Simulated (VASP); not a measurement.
Here is a VASP 6.6.1 calculation.

File POSCAR:

```
MgO                                     
1.0
    3.2984952604      0.0000000000      0.0000000000
   -1.6492476303      2.8565806910     -0.0000000000
    0.0000000000      0.0000000000      5.0152764253
  Mg              O             
     2     2
Direct
     0.3333333300000021    0.6666666699999979    0.4910016267360353
     0.6666666699999979    0.3333333300000021    0.9910016267360352
     0.6666666699999979    0.3333333300000021    0.3880083732639657
     0.3333333300000021    0.6666666699999979    0.8880083732639658
```

The input INCAR.step1:

```
SYSTEM = MgO
PREC = Accurate
ENCUT = 520
EDIFF = 1E-5
ISMEAR = 0
SIGMA = 0.03
LREAL = .FALSE.
LASPH = .TRUE.
NELM = 80
ALGO = Normal
ISIF = 2
LWAVE = .TRUE.
LCHARG = .FALSE.
NBANDS = 16
KPAR = 4
GGA = PE
```

The input INCAR.step2:

```
SYSTEM = MgO
PREC = Accurate
ENCUT = 520
EDIFF = 1E-6
ISMEAR = 0
SIGMA = 0.03
LREAL = .FALSE.
LASPH = .TRUE.
NELM = 80
ALGO = Normal
ISIF = 2
LWAVE = .FALSE.
LCHARG = .FALSE.
GGA = PE
LHFCALC = .TRUE.
HFSCREEN = 0.2
PRECFOCK = Fast
NBANDS = 16
KPAR = 4
ISTART = 1
```

Contents of KPOINTS:

```
regular mesh
0
G
  6 6 3
  0 0 0
```

KPOINTS_OPT

```
explicit points
6
Reciprocal
 0.0000000000  0.0000000000  0.0000000000 1
 0.0000000000  0.0000000000  0.5000000000 1
 0.3333333333  0.3333333333  0.5000000000 1
 0.3333333333  0.3333333333  0.0000000000 1
 0.5000000000  0.0000000000  0.5000000000 1
 0.5000000000  0.0000000000  0.0000000000 1
```

Potentials or basis: VASP PAW PBE potentials, release 64 (Mg, O).

Run with:

```sh
$ cat potpaw_PBE.64/Mg/POTCAR potpaw_PBE.64/O/POTCAR > POTCAR
$ cp INCAR.step1 INCAR
$ mpirun -np 4 vasp_std > vasp.out
$ cp INCAR.step2 INCAR
$ mpirun -np 4 vasp_std > vasp.out
```

Q: Predict the band gap along the path.

A: 5.11 eV, direct.

Q: What does it give for the band gap on the k mesh?

A: 5.11 eV, direct.

Q: Predict the largest force.

A: 0.018 eV/Å.

Forces in eV/Å, atoms in the order of the input:
```
Mg   0.000  0.000  0.018
Mg   0.000  0.000  0.018
O    0.000  0.000 -0.018
O    0.000  0.000 -0.018
```

Caveat: the PAW data sets were made with another functional, which shifts forces and pressure a little.
